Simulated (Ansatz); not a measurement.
# C: the cost of one run

Method: DFT PBEsol, plane waves, PAW, scalar-relativistic, no spin polarisation, in Ansatz 0.2.0.

**1. The structure to begin with**

The cell holds 18 atoms (C18): a = 7.398 Å, b = 7.398 Å, c = 13.000 Å, α = 90.00°, β = 90.00°, γ = 120.00°.

The coordinates stand in the first input below.

**2. Preparing the start**

The input, input.yaml:

```yaml
accuracy: low
crystal:
  lattice:
    - [7.398, 0.0, 0.0]
    - [-3.699, 6.406856, 0.0]
    - [0.0, 0.0, 13.0]
  atoms:
    - { symbol: C, position: [0.0, 0.0, 0.0769231] }
    - { symbol: C, position: [0.2222222, 0.1111111, 0.0769231] }
    - { symbol: C, position: [0.0, 0.3333333, 0.0769231] }
    - { symbol: C, position: [0.2222222, 0.4444444, 0.0769231] }
    - { symbol: C, position: [0.0, 0.6666667, 0.0769231] }
    - { symbol: C, position: [0.2222222, 0.7777778, 0.0769231] }
    - { symbol: C, position: [0.3333333, 0.0, 0.0769231] }
    - { symbol: C, position: [0.5555556, 0.1111111, 0.0769231] }
    - { symbol: C, position: [0.3333333, 0.3333333, 0.0769231] }
    - { symbol: C, position: [0.5555556, 0.4444444, 0.0769231] }
    - { symbol: C, position: [0.3333333, 0.6666667, 0.0769231] }
    - { symbol: C, position: [0.5555556, 0.7777778, 0.0769231] }
    - { symbol: C, position: [0.6666667, 0.0, 0.0769231] }
    - { symbol: C, position: [0.8888889, 0.1111111, 0.0769231] }
    - { symbol: C, position: [0.6666667, 0.3333333, 0.0769231] }
    - { symbol: C, position: [0.8888889, 0.4444444, 0.0769231] }
    - { symbol: C, position: [0.6666667, 0.6666667, 0.0769231] }
    - { symbol: C, position: [0.8888889, 0.7777778, 0.0769231] }
basis:
  ecutwfc: 420.0
kpoints:
  mp_grid: { grid: [2, 2, 1] }
hamiltonian:
  xc: pbesol
scf:
  occupations: { method: fermi_dirac, width: 0.05 }
  lower_state_search: "off"
relax:
  f_tol: 0.08
  max_steps: 25
  adjacent_minimum: "off"
```

On the command line:

```
> ansatz run input.yaml --threads 1 --pin off --max-ram 3072MiB --backend cpu --events-out ev --progress --plain --runs-dir out
```

Q: Estimate wall time and peak memory on 1 thread of an x86-64 CPU, shared host.

About 1.8 s, with a peak of 0.67 GiB.
